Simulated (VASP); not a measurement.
Set up this calculation in VASP 6.6.1, as the native input.

| Quantity | Value |
| --- | --- |
| Task | single point |
| Functional | PBE |
| Potentials or basis | VASP PAW PBE potentials, release 64 (K_sv, F) |
| Cutoff | 520 eV |
| k mesh | 8 × 8 × 8 |
| Occupations | fermi-dirac, width 0.05 eV |
| Spin | no spin polarisation |
| Further INCAR settings | ALGO = Normal; EDIFF = 1e-07; NBANDS = 15 |

The structure of KF lies in POSCAR:

```
KF
1.0
    3.2589550000      0.0000000000      0.0000000000
    0.0000000000      3.2589550000      0.0000000000
    0.0000000000      0.0000000000      3.2589550000
K F
1 1
Direct
   -0.0011440000      0.0091140000     -0.0103870000
    0.5052220000      0.4918970000      0.4872750000
```

The cell comes from a database or a generator and needn't be the stable form of this composition.

The cell isn't the ideal one: atoms moved at random, drawn with an rms of 0.05 Å.

These files were run (other wordings do the same):

INCAR

```
PREC = Accurate
ENCUT = 520
EDIFF = 1E-7
ISMEAR = -1
SIGMA = 0.05
LREAL = False
LASPH = True
NELM = 100
ALGO = Normal
ISIF = 2
LWAVE = False
LCHARG = False
GGA = PE
NBANDS = 15
```

KPOINTS

```
Automatic mesh
0
Gamma
  8 8 8
```

Potentials or basis: VASP PAW PBE potentials, release 64 (K_sv, F).

The run is started by

```console
$ cat potpaw_PBE.64/K_sv/POTCAR potpaw_PBE.64/F/POTCAR > POTCAR
$ mpirun -np 1 vasp_std > vasp.out
```

It gave:

| Property | Result |
| --- | --- |
| Pressure | 0.0 GPa |
| Largest force | 0.047 eV/Å |
| Band gap on the k mesh | 6.26 eV, indirect (least direct gap 6.31 eV) |

It took 90 s on 1 thread of Intel(R) Xeon(R) Platinum 8375C CPU @ 2.90GHz (Ice Lake), on a shared host, peak memory 0.23 GiB.
